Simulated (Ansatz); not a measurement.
**FePt (P4/mmm): equation of state**

An exercise on one series of results from a longer session: the logs are not shown, and one member is left open.

Program: Ansatz 0.2.0. Level of theory: DFT PBE, scalar-relativistic, plane waves, PAW. These are calculated values, not measurements.

1 further run of the same task is left out (it didn't finish). Runs told in other sessions of the task aren't counted.

**The starting structure**

Symmetry: P4/mmm, No. 123, tetragonal system. Conventional cell: a = 2.734 Å, b = 2.734 Å, c = 3.753 Å, α = 90.00°, β = 90.00°, γ = 90.00°. Around Fe (site symmetry 4/mmm) lie 8 Pt at 2.69 Å and 4 Fe at 2.73 Å. Pt (site symmetry 4/mmm) is surrounded by 8 Fe at 2.69 Å and 4 Pt at 2.73 Å.

As a file:

```cif
data_structure
_symmetry_space_group_name_H-M 'P 1'
_symmetry_Int_Tables_number 1
_cell_length_a 2.7342
_cell_length_b 2.7342
_cell_length_c 3.7533
_cell_angle_alpha 90.000
_cell_angle_beta 90.000
_cell_angle_gamma 90.000
_cell_volume 28.06
loop_
_atom_site_label
_atom_site_type_symbol
_atom_site_fract_x
_atom_site_fract_y
_atom_site_fract_z
_atom_site_occupancy
Fe1 Fe 0.50000 0.50000 0.50000 1
Pt1 Pt 0.00000 0.00000 0.00000 1
```

An earlier run at PBE left this cell at 14.029 Å³/atom and 0.00 GPa (12×12×10 mesh).

Volume factors to run: 0.980, 1.020, 0.960, 1.040, 1.070, 1.100, 0.945.

The first run:

input.yaml reads:

```yaml
crystal:
  lattice:
    - [2.7158305644, 0.0, 0.0]
    - [0.0, 2.7158305644, 0.0]
    - [0.0, 0.0, 3.7280977493]
  atoms:
    - { symbol: Fe, position: [0.5, 0.5, 0.5], spin: 3.29 }
    - { symbol: Pt, position: [0.0, 0.0, 0.0] }
basis:
  ecutwfc: 420
  ecutrho_ratio: 4
kpoints:
  mp_grid: { grid: [12, 12, 10] }
hamiltonian:
  xc: pbe
scf:
  occupations: { method: gaussian, width: 0.05 }
output:
  forces: true
  stress: true
  eigenvalues: true
  populations: true
magnetization:
  spin_polarized: true
relax:
  f_tol: 0.01
  max_steps: 40
  cell: { stress_tol: 0.1, fix: [volume] }
```

The run is started by

```bash
$ ansatz run input.yaml --threads 4 --pin off --max-ram 7168MiB --backend cpu --events-out ev --progress --plain --runs-dir out
```

Among the steps run: Scaling the volume by 0.980; At 1.020 of the relaxed volume; Scaling the volume by 0.960; Scaling the volume by 1.040; Scaling the volume by 1.070; Scaling the volume by 1.100; Volume × 0.945.

One table of the session follows, with a row left open; its other results are not shown here.

It belongs to the step «Energy and pressure against volume». 

```
volume (Å³/atom)  energy (meV/atom)  pressure (GPa)  moment of atom 1 (μB)
          13.258              29.33           12.97                   2.87
          13.468              15.04            8.99                   2.90
          13.749               3.58            4.25                   2.95
          14.029               0.00            0.00                   2.99
          14.310                  ?               ?                      ?
          14.590              12.07           -6.85                   3.08
          15.011              36.20          -11.36                   3.12
          15.432              71.08          -15.06                   3.16
```

Estimate the missing values for volume (Å³/atom) = 14.310.

Worked estimate for «energy (meV/atom)». A straight line through the neighbours (14.029, 0.00) and (14.590, 12.07) gives 0.00 + (12.07 − 0.00) × (14.310 − 14.029) / (14.590 − 14.029) = 6.05; a parabola fitted to 4 rows on both sides gives 3.08.

As computed: energy (meV/atom): 3.13; pressure (GPa): -3.51; moment of atom 1 (μB): 3.05. In «energy (meV/atom)» the line misses by +2.92 and the parabola by -0.05.

Caveats from the session: Warnings in the runs' records: stability check not made.
